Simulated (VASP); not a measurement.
Mg9Si4 (a cell with a defect): single point with PBE

Mg9Si4 (a cell with a defect):

```
Mg Si
1.0
     6.33800    0.00000    0.00000
     0.00000    6.33800    0.00000
     0.00000    0.00000    6.33800
Mg Si
9 4
Direct
  0.27758 0.24307 0.20499
  0.63313 0.86710 0.87636
  0.78933 0.73933 0.27551
  0.29623 0.17457 0.74233
  0.82502 0.26385 0.72397
  0.27174 0.78162 0.21766
  0.07084 0.69561 0.78582
  0.75301 0.26059 0.23993
  0.48534 0.51516 0.55289
  0.00032 0.02513 0.98589
  0.51306 0.50286 0.99494
  0.53610 0.96164 0.46758
  0.04486 0.47450 0.44531
```

```yaml
Program: VASP 6.6.1
Task: single point
Functional: PBE
Potentials_or_basis: VASP PAW PBE potentials, release 64 (Mg, Si)
Cutoff: 520 eV
k_mesh: 2 × 2 × 2
Occupations: fermi-dirac, width 0.05 eV
Spin: no spin polarisation
Dipole_correction: no
Further_INCAR_settings: ALGO = Normal; EDIFF = 1e-07; NBANDS = 29
```

```json
{"Pressure": "5.6 GPa", "Largest force": "1.426 eV/Å", "Band gap on the k mesh": "none (metal or under the smearing width)"}
```

Forces on the atoms (eV/Å):
```
Mg  -0.131 -0.194  0.448
Mg  -0.402  0.211 -0.557
Mg   0.702 -0.009 -0.492
Mg  -0.195 -0.004 -0.291
Mg  -0.603  0.165 -0.159
Mg  -0.348 -0.423  0.019
Mg   0.531 -0.598 -0.340
Mg   0.345 -0.600 -0.226
Mg  -0.156  0.932  0.017
Si   0.193 -0.380  0.934
Si   0.075 -0.208 -0.786
Si  -0.455  1.067  0.830
Si   0.444  0.041  0.604
```

Stress tensor (GPa, compression positive):
```
 5.17 -0.49 -0.91
-0.49  6.27  0.37
-0.91  0.37  5.22
```

Levels at points of the mesh, in eV from the Fermi level:
| k point | band 13 | band 14 | band 15 | band 16 | band 17 | band 18 | band 19 | band 20 |
| --- | --- | --- | --- | --- | --- | --- | --- | --- |
| (0.00, 0.00, 0.00) | -2.21 | -2.11 | -1.44 | -1.01 | -0.84 | -0.77 | -0.63 | -0.42 |
| (0.50, 0.00, 0.00) | -2.15 | -2.04 | -1.96 | -1.94 | -0.08 | 0.27 | 0.36 | 0.67 |
| (0.00, 0.50, 0.00) | -2.13 | -1.99 | -1.93 | -1.74 | -0.12 | 0.25 | 0.46 | 0.58 |
| (0.00, 0.00, 0.50) | -2.29 | -2.08 | -1.85 | -1.68 | 0.02 | 0.19 | 0.30 | 0.61 |
| (0.50, 0.50, 0.00) | -1.90 | -1.56 | -1.44 | -1.18 | 0.40 | 0.49 | 0.71 | 0.86 |
| (0.00, 0.50, 0.50) | -1.74 | -1.53 | -1.51 | -1.37 | 0.37 | 0.48 | 0.54 | 1.00 |
| (0.50, 0.00, 0.50) | -1.76 | -1.56 | -1.40 | -1.22 | 0.31 | 0.46 | 0.73 | 0.78 |
| (0.50, 0.50, 0.50) | -1.38 | -1.31 | -1.12 | -1.06 | 0.07 | 0.28 | 0.37 | 0.42 |

Wall time 61 s on 1 thread of Intel(R) Xeon(R) Platinum 8559C (Emerald Rapids), on a shared host, peak memory 0.32 GiB.

Caveat: the k mesh is coarse (spacing up to 0.50 Å⁻¹), so the values aren't converged.
